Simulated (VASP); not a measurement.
Wanted: the native input for a VASP 6.6.1 run.

```yaml
Task: relaxation of cell and atoms
Functional: PBEsol
Potentials_or_basis: VASP PAW PBE potentials, release 64 (Ru_pv)
Cutoff: 600 eV
k_mesh: 18 × 18 × 10
Occupations: methfessel-paxton, width 0.1 eV
Spin: no spin polarisation
Further_INCAR_settings: ALGO = Normal; EDIFF = 1e-06; IBRION = 2; EDIFFG = -0.005; NSW = 40; ISIF = 3
```

The structure of Ru lies in POSCAR:

```
Ru
1.0
    2.6900000000      0.0000000000      0.0000000000
   -1.3450000000      2.3296083400      0.0000000000
    0.0000000000      0.0000000000      4.2500000000
Ru
2
Direct
    0.3333333300      0.6666666700      0.2500000000
    0.6666666700      0.3333333300      0.7500000000
```

The cell was built by a generator and needn't be a form met in nature.

The input as run:

INCAR

```
PREC = Accurate ; ENCUT = 600
EDIFF = 1E-6 ; ISMEAR = 1
SIGMA = 0.1 ; LREAL = F
LASPH = T ; NELM = 120
ALGO = Normal ; ISIF = 3
LWAVE = F ; LCHARG = F
GGA = PS ; IBRION = 2
NSW = 40 ; EDIFFG = -0.005
```

KPOINTS

```
Automatic mesh
0
Gamma
  18 18 10
```

Potentials or basis: VASP PAW PBE potentials, release 64 (Ru_pv).

Command:

```console
$ cat potpaw_PBE.64/Ru_pv/POTCAR > POTCAR
$ mpirun -np 1 vasp_std > vasp.out
```

It gave:

```yaml
Relaxed_volume: 13.31 Å³/atom
Relaxed_cell: a = 2.689 Å, b = 2.689 Å, c = 4.252 Å, α = 90.00°, β = 90.00°, γ = 120.00°
Space_group_after_relaxing_to_0.05_Å: P6_3/mmc (No. 194)
Energy_gained_by_relaxing: 0.0 meV/atom
Ionic_steps: 4
Pressure_after_relaxing: 0.0 GPa
Band_gap_on_the_k_mesh: none (metal or under the smearing width)
```

Caveat: the PAW data sets were made with another functional, which shifts forces and pressure a little.

Wall time 72 s on 1 thread of Intel(R) Xeon(R) 6975P-C (Granite Rapids), with other jobs on the host, peak memory 0.24 GiB.
